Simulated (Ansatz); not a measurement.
The system is Au.

```
Au
1.0
     2.81549    0.00000    0.00000
    -0.01296    2.82018    0.00000
    -1.13789   -1.18541    4.92401
Au
2
Cartesian
  1.5740 1.5533 1.3495
  0.0907 0.0815 3.5746
```

This isn't the form of Au at room conditions, which is fcc.

Base run:

| Quantity | Value |
| --- | --- |
| Program | Ansatz 0.2.0 |
| Functional | PBEsol |
| Potentials or basis | Ansatz PAW |
| Cutoff | 420 eV |
| Density cutoff | 1680 eV |
| k mesh | 10 × 10 × 6 |
| Occupations | fermi-dirac, width 0.05 eV |
| Spin | no spin polarisation |

Its results: band gap on the k mesh none (metal or under the smearing width); pressure -8.0 GPa; largest force 0.127 eV/Å.

Task: The run is repeated on the same cell with these changes: k mesh from 10 × 10 × 6 to 6 × 6 × 3. What comes out?

Result: Band gap on the k mesh none (metal or under the smearing width); pressure -9.0 GPa; largest force 0.090 eV/Å.

Caveats: some runs use coarse meshes; the PAW data sets come from PBE, with cores solved anew for the run's functional, which leaves a small shift of forces and pressure.

Not every run made on this cell is shown here.
